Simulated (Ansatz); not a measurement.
**Calculated with Ansatz: PbS, vacancy hop by nudged elastic band**

Run with:

```bash
ansatz run input.yaml --threads 4 --pin off --max-ram 8192MiB --backend cpu --events-out ev --progress --plain --runs-dir out
```

input.yaml:

```yaml
crystal:
  lattice:
    - [0.0, 5.95240364, 5.95240364]
    - [5.95240364, 0.0, 5.95240364]
    - [5.95240364, 5.95240364, 0.0]
  atoms:
    - { symbol: Pb, position: [-0.0023092, -0.00185475, 6.708e-05] }
    - { symbol: S, position: [0.24841805, 0.25038181, 0.25299587] }
    - { symbol: Pb, position: [0.00222092, -0.00323674, 0.50199566] }
    - { symbol: S, position: [0.24899035, 0.25106797, 0.74615662] }
    - { symbol: Pb, position: [-6.089e-05, 0.49834761, 0.00160102] }
    - { symbol: S, position: [0.25198152, 0.74697268, 0.25290049] }
    - { symbol: S, position: [0.24778763, 0.75367169, 0.75484185] }
    - { symbol: Pb, position: [0.49488902, 0.00085339, 0.00740986] }
    - { symbol: S, position: [0.75469838, 0.25122654, 0.24837311] }
    - { symbol: Pb, position: [0.49759391, -0.00142627, 0.50096641] }
    - { symbol: S, position: [0.75369021, 0.24969975, 0.74927375] }
    - { symbol: Pb, position: [0.49816912, 0.50443894, -0.00096931] }
    - { symbol: S, position: [0.75545009, 0.74517016, 0.24976316] }
    - { symbol: Pb, position: [0.5025001, 0.49664459, 0.49657936] }
    - { symbol: S, position: [0.74640698, 0.75016325, 0.75147259] }
kpoints:
  mp_grid: { grid: [2, 2, 2] }
magnetization:
  spin_polarized: false
scf:
  occupations: { method: fermi_dirac, width: 0.1 }
hamiltonian:
  pseudopotentials: { kind: paw }
  xc: lda
basis:
  ecutwfc: 420
neb:
  images: 3
  relax_end_points: true
  climbing: true
  f_tol: 0.1
  max_iterations: 40
  order_check: false
  final_atoms:
    - { symbol: Pb, position: [-0.0023092, -0.00185475, 6.708e-05] }
    - { symbol: S, position: [0.24841805, 0.25038181, 0.25299587] }
    - { symbol: Pb, position: [0.00222092, -0.00323674, 0.50199566] }
    - { symbol: S, position: [0.24899035, 0.25106797, 0.74615662] }
    - { symbol: Pb, position: [-6.089e-05, 0.49834761, 0.00160102] }
    - { symbol: S, position: [0.25198152, 0.74697268, 0.25290049] }
    - { symbol: S, position: [0.24778763, 0.75367169, 0.75484185] }
    - { symbol: Pb, position: [0.49488902, 0.00085339, 0.00740986] }
    - { symbol: S, position: [0.75469838, 0.25122654, 0.24837311] }
    - { symbol: Pb, position: [0.49759391, -0.00142627, 0.50096641] }
    - { symbol: S, position: [0.75369021, 0.24969975, 0.74927375] }
    - { symbol: Pb, position: [0.49816912, 0.50443894, -0.00096931] }
    - { symbol: S, position: [0.75545009, 0.74517016, 0.24976316] }
    - { symbol: Pb, position: [0.99566933, 0.50553023, 0.50032922] }
    - { symbol: S, position: [0.74640698, 0.75016325, 0.75147259] }
```

Origin of the cell: a database entry, scaled a little.

The cell is 2×2×2 cells of PbS with one Pb taken out; atom 14 (Pb) hops into the empty site, 4.21 Å away before the end points are relaxed. All atoms were shaken by about 0.02 Å first.

Output (shortened):

```
Warning: neb: disabling space-group detection — the band's intermediate images generally break the endpoint symmetry, so no spatial operation reduces the k-mesh or symmetrises the density, ex […]
Pseudopotentials: kind: paw
Pseudopotential: Pb, paw, valence charge 14, recommended cutoff 420 eV (normal), Pb.paw.azcp
Pseudopotential: S, paw, valence charge 6, recommended cutoff 420 eV (normal), S.paw.azcp
Functional definition: SPW92
  exchange = slater_x
  correlation = pw_c
parallel-image band execution: 3 concurrent image workers
NEB image 0
Crystal: 15 atoms, lattice volume = 421.801 Å³
Basis set: ecut = 420 eV, 8291 PW (Γ)
Bands: 88, of which v1, the nominal top of the filled ones, is band 73 counted from 1 (72 counted from 0)
Symmetry: 1 space group operations
k-points: 8
[… 6 lines left out …]
Initial density: superposition of atomic densities (neutral atoms: chi_scale 0, normalization atom), corrected by the library's trained network
Functional: x = slater, c = lda
SCF iter   1: F=—  HF=-88178.373600 eV  Δρ=6.67e-3  dr2=3.44e-1  defer=3
SCF iter   2: F=—  HF=-88178.289658 eV  Δρ=2.32e-3  dr2=2.85e-2  defer=26
SCF iter   3: F=—  HF=-88178.279449 eV  Δρ=1.03e-3  dr2=3.54e-3  defer=26
[… 3 lines left out …]
SCF iter   7: F=—  HF=-88178.278490 eV  Δρ=1.92e-5  dr2=2.95e-6  defer=20
SCF iter   8: F=—  HF=-88178.278489 eV  Δρ=4.54e-6  dr2=1.56e-7  defer=20
SCF iter   9: F=-88178.278489 eV  HF=-88178.278489 eV  Δρ=1.41e-6  dr2=1.20e-8
NEB iter   1: max|band force component| = 2.277e0 eV/Å  barrier→ = 3.3333 eV  barrier← = 3.3348 eV  Δτ_max = 0.1962 Å  (50 SCF iters)
NEB iter   2: max|band force component| = 5.865e-1 eV/Å  barrier→ = 1.7412 eV  barrier← = 1.7427 eV  Δτ_max = 0.1765 Å  (28 SCF iters)
NEB iter   3: max|band force component| = 6.217e-1 eV/Å  barrier→ = 1.4197 eV  barrier← = 1.4213 eV  Δτ_max = 0.0931 Å  (24 SCF iters)
NEB iter   4: max|band force component| = 6.418e-1 eV/Å  barrier→ = 1.2116 eV  barrier← = 1.2131 eV  Δτ_max = 0.1868 Å  (23 SCF iters)
NEB iter   5: max|band force component| = 2.675e-1 eV/Å  barrier→ = 0.9775 eV  barrier← = 0.9791 eV  CI = image 2  Δτ_max = 0.1823 Å  (24 SCF iters)
NEB iter   6: max|band force component| = 3.501e-1 eV/Å  barrier→ = 0.9669 eV  barrier← = 0.9684 eV  CI = image 2  Δτ_max = 0.1808 Å  (22 SCF iters)
NEB iter   7: max|band force component| = 3.705e-1 eV/Å  barrier→ = 1.0146 eV  barrier← = 1.0162 eV  CI = image 2  Δτ_max = 0.2000 Å  (24 SCF iters)
NEB iter   8: max|band force component| = 3.026e-1 eV/Å  barrier→ = 0.9573 eV  barrier← = 0.9589 eV  CI = image 2  Δτ_max = 0.1955 Å  (23 SCF iters)
NEB iter   9: max|band force component| = 2.933e-1 eV/Å  barrier→ = 0.9982 eV  barrier← = 0.9998 eV  CI = image 2  Δτ_max = 0.2000 Å  (24 SCF iters)
NEB iter  10: max|band force component| = 2.351e-1 eV/Å  barrier→ = 0.9390 eV  barrier← = 0.9405 eV  CI = image 2  Δτ_max = 0.1985 Å  (24 SCF iters)
[… 3 lines left out …]
NEB iter  14: max|band force component| = 3.145e-1 eV/Å  barrier→ = 0.9524 eV  barrier← = 0.9540 eV  CI = image 2  Δτ_max = 0.2000 Å  (23 SCF iters)
NEB iter  15: max|band force component| = 1.283e-1 eV/Å  barrier→ = 0.9107 eV  barrier← = 0.9123 eV  CI = image 2  Δτ_max = 0.1980 Å  (22 SCF iters)
NEB iter  16: max|band force component| = 1.418e-1 eV/Å  barrier→ = 0.9126 eV  barrier← = 0.9142 eV  CI = image 2  Δτ_max = 0.1986 Å  (23 SCF iters)
NEB iter  17: max|band force component| = 1.120e-1 eV/Å  barrier→ = 0.9070 eV  barrier← = 0.9085 eV  CI = image 2  Δτ_max = 0.1982 Å  (23 SCF iters)
NEB iter  18: max|band force component| = 6.894e-2 eV/Å  barrier→ = 0.9089 eV  barrier← = 0.9104 eV  CI = image 2  Δτ_max = 0.1983 Å  (23 SCF iters)
NEB iter  19: max|band force component| = 5.823e-1 eV/Å  barrier→ = 0.9054 eV  barrier← = 0.9070 eV  CI = image 2  Δτ_max = 0.1960 Å  (7 SCF iters)
NEB iter  20: max|band force component| = 2.039e-1 eV/Å  barrier→ = 0.9332 eV  barrier← = 0.9348 eV  CI = image 2  Δτ_max = 0.2000 Å  (25 SCF iters)
NEB iter  21: max|band force component| = 2.113e-1 eV/Å  barrier→ = 0.9202 eV  barrier← = 0.9218 eV  CI = image 2  Δτ_max = 0.1958 Å  (23 SCF iters)
NEB iter  22: max|band force component| = 1.947e-1 eV/Å  barrier→ = 0.9307 eV  barrier← = 0.9322 eV  CI = image 2  Δτ_max = 0.2000 Å  (24 SCF iters)
NEB iter  23: max|band force component| = 8.158e-2 eV/Å  barrier→ = 0.9042 eV  barrier← = 0.9057 eV  CI = image 2  Δτ_max = 0.0000 Å  (24 SCF iters)
--- NEB band (5 images, 23 band iterations, 531 SCF iterations, 82 more in tests of the images' electronic states and relaxations of end points) ---
  forward barrier  = 0.904193 eV
  backward barrier = 0.905746 eV
  lagrangian_above_aufbau_ev (what the smearing adds, to first order; not taken off the barriers): saddle image -0.077165 eV, end points -0.114495 and -0.116164 eV
  climbing image's point = of an order that was not read
  energies are F+E_penalty+E_count in eV, relative to image 0
  image     s (Å)  Δ vs image 0  max|band force component| (eV/Å)
      0    0.0000      0.000000                                 —
      1    1.3274      0.659592                          4.077e-2
  *   2    2.6552      0.904193                          8.158e-2
      3    3.8246      0.619364                          5.989e-2
      4    4.9944     -0.001554                                 —
```

The converged band:

| image | path over all atoms (Å) | ΔF (eV) | Pb x | y | z (Å) |
| --- | --- | --- | --- | --- | --- |
| 0 | 0.00 | 0.000 | 5.98 | 5.91 | 5.90 |
| 1 | 1.33 | 0.660 | 6.16 | 6.69 | 6.69 |
| 2 | 2.66 | 0.904 | 6.53 | 7.53 | 7.52 |
| 3 | 3.82 | 0.619 | 6.17 | 8.23 | 8.23 |
| 4 | 4.99 | -0.002 | 5.98 | 8.88 | 8.88 |

Relaxed start, forces in eV/Å:

```xyz
15
Lattice="0.000 5.952 5.952 5.952 0.000 5.952 5.952 5.952 0.000" Properties=species:S:1:pos:R:3:forces:R:3 pbc="T T T" image=0
Pb    0.025   -0.056   -0.056   -0.008   -0.002   -0.004
S     2.812    3.038    2.931   -0.004    0.000    0.001
Pb    3.024    2.957    0.046    0.004    0.007    0.004
S     5.903    6.125    3.014   -0.004    0.002    0.000
Pb    3.037   -0.056    2.976    0.007   -0.002    0.001
S     5.910    3.037    6.111   -0.008    0.000    0.003
S     8.911    5.979    5.947    0.001    0.002    0.001
Pb   -0.008    2.991    2.973    0.014   -0.002   -0.003
S     2.959    5.978    5.947   -0.001    0.000    0.003
Pb    3.027    5.906    2.977    0.003   -0.007   -0.007
S     5.908    8.986    5.786   -0.006    0.004    0.001
Pb    3.032    2.958    6.004    0.007    0.000   -0.001
S     5.906    5.801    8.967   -0.006   -0.001    0.000
Pb    5.976    5.906    5.902    0.002   -0.007    0.003
S     9.088    8.986    8.884   -0.002    0.005   -0.001
```

Highest image (2), forces in eV/Å:

```xyz
15
Lattice="0.000 5.952 5.952 5.952 0.000 5.952 5.952 5.952 0.000" Properties=species:S:1:pos:R:3:forces:R:3 pbc="T T T" image=2
Pb    0.063    0.188    0.183    0.012   -0.008    0.001
S     2.902    2.869    2.783    0.036    0.010    0.043
Pb    2.865    3.027   -0.060    0.026    0.008   -0.073
S     5.951    5.915    2.988   -0.028    0.011   -0.007
Pb    2.828   -0.135    3.031    0.017   -0.065    0.000
S     5.963    2.993    5.908   -0.021   -0.001    0.007
S     8.617    6.217    6.213    0.002    0.003    0.012
Pb    0.104    2.778    2.765   -0.080   -0.003    0.005
S     2.863    6.125    6.128   -0.003   -0.007   -0.008
Pb    3.228    5.736    3.092    0.018    0.054   -0.006
S     5.847    9.307    5.562   -0.020   -0.009    0.047
Pb    3.258    3.094    5.803   -0.001   -0.003    0.052
S     5.857    5.571    9.306   -0.018    0.043   -0.011
Pb    6.531    7.528    7.515    0.051   -0.044   -0.056
S     8.669    8.802    8.685    0.010    0.013   -0.006
```

Relaxed end, forces in eV/Å:

```xyz
15
Lattice="0.000 5.952 5.952 5.952 0.000 5.952 5.952 5.952 0.000" Properties=species:S:1:pos:R:3:forces:R:3 pbc="T T T" image=4
Pb   -0.001    0.012    0.007    0.005   -0.006   -0.012
S     2.960    3.002    2.996    0.003   -0.003   -0.003
Pb    3.036    2.930   -0.026    0.004   -0.005    0.005
S     5.908    6.007    2.814   -0.004    0.005    0.003
Pb    3.036   -0.019    2.923    0.006    0.006   -0.004
S     5.908    2.820    6.001   -0.004    0.003    0.006
S     9.096    6.008    6.001   -0.001    0.003    0.005
Pb    0.031    2.920    2.913    0.000    0.001   -0.002
S     2.815    6.011    6.004   -0.003    0.003    0.004
Pb    3.046    5.934    2.913   -0.002    0.000   -0.002
S     5.904    9.100    6.004   -0.003    0.005    0.004
Pb    3.045    2.920    5.926    0.001   -0.003    0.001
S     5.904    6.011    9.095   -0.004    0.002    0.004
Pb    5.984    8.884    8.876   -0.005   -0.009   -0.005
S     8.912    8.955    8.949    0.006   -0.004   -0.005
```

Barrier of this path: 0.90 eV forwards, 0.91 eV backwards, after 23 band iterations.

Caveats: no spin-orbit coupling, though heavy elements are present; the k mesh is coarse if the cell is a metal; a small cell with a neutral vacancy and no spin, whose shape can make like sites unlike; the cell is held at a rescaled volume, and strain moves barriers; the hop was drawn among near neighbours and need not be the easiest path; few images and a loose tolerance, and neither the top nor the ends were tested for their order.

Time: 3.7 min on 4 threads of Intel(R) Xeon(R) 6975P-C (Granite Rapids), on a shared host, peak memory 1.9 GiB, from the program's own first density.
